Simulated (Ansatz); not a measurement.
simple cubic against fcc along group 13

Method: DFT, BLYP, plane waves (420 eV) with PAW, scalar-relativistic (Ansatz). The PAW files were generated under PBE, with cores re-solved for the functional.

Each structure is relaxed within its symmetry, in the lowest magnetic state of the tried starts. Differences under about 8 meV lie within the error of the k-point mesh.

```json
{"element": "B", "E(simple cubic) − E(fcc) (meV/atom)": "-443", "V(simple cubic) (Å³/atom)": "6.92", "V(fcc) (Å³/atom)": "6.07", "state of simple cubic": "spin not included", "state of fcc": "spin not included"}
{"element": "Al", "E(simple cubic) − E(fcc) (meV/atom)": "175", "V(simple cubic) (Å³/atom)": "21.67", "V(fcc) (Å³/atom)": "17.37", "state of simple cubic": "spin not included", "state of fcc": "spin not included"}
{"element": "Ga", "E(simple cubic) − E(fcc) (meV/atom)": "-21", "V(simple cubic) (Å³/atom)": "22.69", "V(fcc) (Å³/atom)": "21.61", "state of simple cubic": "spin not included", "state of fcc": "spin not included"}
{"element": "In", "E(simple cubic) − E(fcc) (meV/atom)": "17", "V(simple cubic) (Å³/atom)": "33.19", "V(fcc) (Å³/atom)": "31.08", "state of simple cubic": "spin not included", "state of fcc": "spin not included"}
{"element": "Tl", "E(simple cubic) − E(fcc) (meV/atom)": "47", "V(simple cubic) (Å³/atom)": "38.65", "V(fcc) (Å³/atom)": "35.40", "state of simple cubic": "spin not included", "state of fcc": "spin not included"}
```
